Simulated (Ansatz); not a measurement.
Input and command of a plane-wave DFT calculation in Ansatz:

```yaml
crystal:
  lattice:
    - [4.5413254147, 0.0, 0.0]
    - [-2.2706627074, 3.932903176, 0.0]
    - [0.0, 0.0, 5.561965011]
  atoms:
    - { symbol: Al, position: [0.0, 0.0, 0.0] }
    - { symbol: Ti, position: [0.6666666667, 0.3333333333, 0.3333333333] }
    - { symbol: Al, position: [0.3333333333, 0.6666666667, 0.1666666667] }
    - { symbol: Ti, position: [1.0, 0.0, 0.5] }
    - { symbol: Ti, position: [0.6666666667, 0.3333333333, 0.8333333333] }
    - { symbol: Ti, position: [0.3333333333, 0.6666666667, 0.6666666667] }
basis:
  ecutwfc: 420
kpoints:
  mp_grid: { grid: [9, 9, 6] }
hamiltonian:
  xc: pbesol
scf:
  occupations: { method: gaussian, width: 0.1 }
output:
  forces: true
  stress: true
  eigenvalues: true
  populations: true
relax:
  adjacent_minimum: "off"
  f_tol: 0.01
  max_steps: 45
  cell: { stress_tol: 0.05 }
```

```bash
ansatz run input.yaml --threads 2 --pin off --max-ram 5120MiB --backend cpu --events-out ev --progress --plain --runs-dir out
```

Processor: Arm Neoverse V2, 2 threads, on a host shared with other jobs.

Question: Estimate time, memory and problem size.

Answer: About 46 s on 2 threads of Arm Neoverse V2 (shared host), peak memory 0.47 GiB. It solves 33 bands at 62 k points (the mesh reduced by the symmetry that the task leaves, which can be less than the crystal's) with about 1873 plane waves (on the last cell), in 54 SCF iterations over 8 ionic steps.
